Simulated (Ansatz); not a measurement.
**HfN: how the settings move a single-point run**

How sensitive is a single-point run of HfN to its settings? A reference run comes first, then one run with altered input.

Program: Ansatz 0.2.0. Level of theory: reference: DFT, LDA, all-electron LAPW, scalar-relativistic. These are calculated values, not measurements.

## 1. Starting point

The structure is tetragonal, space group I4mm (No. 107). Conventional cell: a = 3.190 Å, b = 3.190 Å, c = 4.512 Å, α = 90.00°, β = 90.00°, γ = 90.00°. Hf (site symmetry 4mm) is surrounded by 5 N at 2.03 to 2.27 Å. N (site symmetry 4mm) has 5 Hf at 2.03 to 2.27 Å in its first shell of neighbours.

Coordinates:

```
CELL_PARAMETERS angstrom
0.00000 2.25600 2.25600
2.25600 0.00000 2.25600
2.25600 2.25600 0.00000
ATOMIC_POSITIONS crystal
Hf 0.02500 0.02500 0.97500
N 0.47500 0.47500 0.52500
```

## 2. The reference run

input.yaml reads:

```yaml
crystal:
  lattice:
    - [0.0, 2.256, 2.256]
    - [2.256, 0.0, 2.256]
    - [2.256, 2.256, 0.0]
  atoms:
    - { symbol: Hf, position: [0.025, 0.025, -0.025] }
    - { symbol: "N", position: [0.475, 0.475, 0.525] }
kpoints:
  mp_grid: { grid: [9, 9, 9] }
scf:
  occupations: { method: fermi_dirac, width: 0.03 }
hamiltonian:
  xc: lda
  pseudopotentials: { kind: all_electron, lapw: { basis_error: 0.001 } }
output:
  forces: true
  stress: true
  eigenvalues: true
  populations: true
```

Launch:

```console
$ ansatz run input.yaml --threads 1 --pin off --max-ram 2048MiB --backend cpu --events-out ev --progress --plain --runs-dir out
```

## 3. Changed: occupations.method methfessel_paxton, occupations.width 0.01

Edit input.yaml of step 2 so:

```diff
@@ -11,3 +11,3 @@
 scf:
-  occupations: { method: fermi_dirac, width: 0.03 }
+  occupations: { method: methfessel_paxton, width: 0.01 }
 hamiltonian:
```

What does the calculation give? Wanted: for each run, ending; energy change; pressure; gap; force.

**Answer**, as computed:

| run | ending | energy change | pressure (GPa) | gap (eV) | force (eV/Å) | cycles | time |
| --- | --- | --- | --- | --- | --- | --- | --- |
| reference | converged | 0 | -1.3 | 0.00 | 2.79 | 10 | 44 s |
| 1: occupations.method methfessel_paxton, occupations.width 0.01 | converged | +0.3 meV/atom (σ→0) | -1.3 | 0.00 | 2.79 | 8 | 40 s |

Residual by cycle in the longest SCF loop of each run; runs are numbered as in the table. The quantity is the density residual dr2, in eV.

| cycle | reference | run 1 |
| --- | --- | --- |
| 1 | 5.63 | 5.63 |
| 2 | 0.357 | 2.26 |
| 3 | 0.354 | 0.0585 |
| 4 | 0.069 | 8.3e-4 |
| 5 | 0.00167 | 0.00246 |
| 6 | 5.4e-4 | 1.9e-5 |
| 7 | 6.7e-5 | 3.8e-7 |
| 8 | 4.7e-6 | 3.4e-8 |
| 9 | 8.2e-7 | - |
| 10 | 9.3e-8 | - |

What this shows: Changing the smearing hardly moves the energy: +0.3 meV/atom. Cost: 8 SCF cycles against 10.
